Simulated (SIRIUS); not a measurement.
**Ta in SIRIUS: convergence with k mesh**

Input of the first run (k mesh 4 × 4 × 4); the others differ in this setting and in those tied to it:

sirius.json

```json
{
  "control": {
    "processing_unit": "cpu",
    "verbosity": 2,
    "num_bands_to_print": 13,
    "print_forces": true,
    "print_stress": true
  },
  "parameters": {
    "electronic_structure_method": "pseudopotential",
    "xc_functionals": ["XC_GGA_X_PBE", "XC_GGA_C_PBE"],
    "gk_cutoff": 6.4,
    "pw_cutoff": 20.0,
    "ngridk": [4, 4, 4],
    "shiftk": [0, 0, 0],
    "smearing": "gaussian",
    "smearing_width": 0.0018374661,
    "num_bands": 13,
    "num_mag_dims": 0,
    "num_dft_iter": 100,
    "energy_tol": 1e-08,
    "density_tol": 1e-06
  },
  "iterative_solver": {
    "type": "davidson",
    "min_tolerance": 1e-10
  },
  "mixer": {
    "type": "anderson",
    "beta": 0.7,
    "max_history": 8
  },
  "settings": {
    "tol_ne": 1e-10
  },
  "unit_cell": {
    "lattice_vectors": [
      [-3.120466955072, 3.120466955072, 3.120466955072],
      [3.120466955072, -3.120466955072, 3.120466955072],
      [3.120466955072, 3.120466955072, -3.120466955072]
    ],
    "atom_coordinate_units": "lattice",
    "atom_types": ["Ta"],
    "atom_files": {
      "Ta": "Ta.json"
    },
    "atoms": {
      "Ta": [
        [0.0, 0.0, 0.0]
      ]
    }
  }
}
```

Potentials or basis: JTH 2.0 PBE (PAW).

Run with:

```console
$ upf_to_json Ta.GGA_PBE-JTH.UPF
$ OMP_NUM_THREADS=1 sirius.scf --input=sirius.json --output=out.json --task=0
```

Hardware: 1 thread of Arm Neoverse V1 (shared host).

| k mesh | energy less the tightest run, at zero smearing (meV/atom) | pressure (GPa) | SCF cycles | CPU time (s) | peak memory (GiB) |
| --- | --- | --- | --- | --- | --- |
| 4 × 4 × 4 | -89.66 | 2.63 | 22 | 10 | 0.21 |
| 6 × 6 × 6 | 85.88 | 5.66 | 24 | 13 | 0.22 |
| 8 × 8 × 8 | -25.05 | 0.41 | 21 | 14 | 0.23 |
| 10 × 10 × 10 | 0.26 | 4.35 | 22 | 18 | 0.24 |
| 13 × 13 × 13 | 0.13 | 3.40 | 23 | 26 | 0.27 |
| 15 × 15 × 15 | 0.03 | 2.15 | 22 | 32 | 0.3 |
| 19 × 19 × 19 | 0.13 | 2.70 | 23 | 53 | 0.37 |
| 22 × 22 × 22 | 0.00 | 2.61 | 22 | 72 | 0.45 |

Against the tightest run, the energy stays within 1 meV/atom from 10 × 10 × 10 on; the pressure stays within 0.1 GPa from 19 × 19 × 19 on. Meshes of other sizes hit other points, so gaps and Fermi surfaces needn't settle smoothly. The tightest run that finished is the yardstick and may itself not be fully converged.

The run has no spin-orbit coupling, so splittings on Ta are missing.
